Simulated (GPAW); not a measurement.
Fe2Ge:

```
Ge Fe
1.0
     4.16363    0.00000    0.00000
    -2.08182    3.60581    0.00000
     0.00000    0.00000    2.62647
Ge Fe
1 2
Direct
  0.00000 0.00000 0.00000
  0.33333 0.66667 0.50000
  0.66667 0.33333 0.50000
```

The cell comes from a database or a generator and needn't be the stable form of this composition.

Base run:

```yaml
Program: GPAW 26.7.0
Functional: PBEsol
Potentials_or_basis: PAW data sets generated in the run's folder for this functional
Cutoff: 600 eV
Basis: pw
k_mesh: 6 × 6 × 8
Occupations: fermi-dirac, width 0.05 eV
Spin: collinear spin, ferromagnetic start
Starting_moments: "[0.0, 3.0, 3.0] μB"
```

Its results: pressure -5.8 GPa; net moment 4.98 μB per cell; site moments Ge +0.03; Fe +2.39 μB.

**Question.** The run is repeated on the same cell with these changes: functional from PBEsol to LDA; potentials or basis from PAW data sets generated in the run's folder for this functional to the program's PAW data sets (release 1.2.1) made for this functional. What comes out?

**Answer.** Pressure -13.2 GPa; net moment 4.80 μB per cell; site moments Ge +0.02; Fe +2.29 μB.

Not every run made on this cell is shown here.
